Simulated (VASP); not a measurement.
Here is a VASP 6.6.1 calculation.

The input INCAR:

```
  ALGO = Normal
  EDIFF = 1E-7
  EDIFFG = -0.005
  ENCUT = 600
  GGA = PS
  IBRION = 2
  ISIF = 3
  ISMEAR = 0
  KPAR = 8
  LASPH = T
  LCHARG = F
  LREAL = F
  LWAVE = F
  NELM = 80
  NSW = 90
  PREC = Accurate
  SIGMA = 0.03
```

File KPOINTS:

```
k-points
0
Gamma
  10 10 10
```

POSCAR

```
HgTe                                    
1.0
    0.0000000000      3.2580088207      3.2580088207
    3.2580088207      0.0000000000      3.2580088207
    3.2580088207      3.2580088207      0.0000000000
  Hg              Te            
     1     1
Direct
     0.0000000000000000    0.0000000000000000    0.0000000000000000
     0.2500000000000000    0.2500000000000000    0.2500000000000000
```

Potentials or basis: VASP PAW PBE potentials, release 64 (Hg, Te).

Command:

```sh
$ cat potpaw_PBE.64/Hg/POTCAR potpaw_PBE.64/Te/POTCAR > POTCAR
$ mpirun -np 8 vasp_std > vasp.out
```

Question: Predict the band gap on the k mesh.

Answer: None (metal or under the smearing width).

Final structure:
```xyz
2
Lattice="0.0000 3.2580 3.2580 3.2580 0.0000 3.2580 3.2580 3.2580 0.0000" Properties=species:S:1:pos:R:3 pbc="T T T"
Hg    0.0000    0.0000    0.0000
Te    1.6290    1.6290    1.6290
```

Caveat: the relaxation stopped at its first step, so nothing moved. The run has no spin-orbit coupling, so splittings on Hg, Te are missing.
